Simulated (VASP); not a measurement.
The system is TiO.

```xyz
2
Lattice="3.0310 0.0000 0.0000 -1.5155 2.6249 0.0000 0.0000 0.0000 3.2377" Properties=species:S:1:pos:R:3 pbc="T T T"
Ti    1.5155    0.8750    0.0000
O     0.0000    0.0000    1.6188
```

| Item | Value |
| --- | --- |
| Program | VASP 6.6.1 |
| Task | relaxation of cell and atoms |
| Functional | r2SCAN |
| Potentials or basis | VASP PAW PBE potentials, release 64 (Ti_sv, O) |
| Cutoff | 600 eV |
| k mesh | 8 × 8 × 8 |
| Occupations | fermi-dirac, width 0.05 eV |
| Spin | no spin polarisation |

At the start: pressure -39.3 GPa; volume 12.88 Å³/atom.

Problem. Where does the relaxation end?

Solution. Over 9 steps the energy falls by 551.7 meV/atom and the volume is 9.65 Å³/atom (-25.1 %); space group P-6m2 (No. 187, to 0.05 Å).

The path:
| step | energy change (eV) | largest force (eV/Å) | pressure (GPa) | volume (Å³) |
| --- | --- | --- | --- | --- |
| 1 | 0.0000 | 0.0000 | -39.28 | 25.76 |
| 2 | -0.2420 | 0.0000 | 86.54 | 15.64 |
| 3 | -1.1009 | 0.0000 | -2.47 | 19.49 |
| 4 | -1.1027 | 0.0000 | -0.44 | 19.33 |
| 5 | -1.1027 | 0.0000 | 1.15 | 19.21 |
| 6 | -1.1031 | 0.0000 | -1.08 | 19.39 |
| 7 | -1.1033 | 0.0000 | -0.26 | 19.32 |
| 8 | -1.1033 | 0.0000 | 0.10 | 19.30 |
| 9 | -1.1034 | 0.0000 | -0.01 | 19.31 |

Final structure:
```cif
data_structure
_symmetry_space_group_name_H-M 'P 1'
_symmetry_Int_Tables_number 1
_cell_length_a 2.8091
_cell_length_b 2.8091
_cell_length_c 2.8251
_cell_angle_alpha 90.000
_cell_angle_beta 90.000
_cell_angle_gamma 120.000
_cell_volume 19.31
loop_
_atom_site_label
_atom_site_type_symbol
_atom_site_fract_x
_atom_site_fract_y
_atom_site_fract_z
_atom_site_occupancy
Ti1 Ti 0.66667 0.33333 0.00000 1
O1 O 0.00000 0.00000 0.50000 1
```

Caveat: the volume moved by over 15 % at a fixed basis, so the end points are rough; the PAW data sets were made with another functional, which shifts forces and pressure a little; the volume moved by -25 % from the deposited cell, more than functionals usually miss.
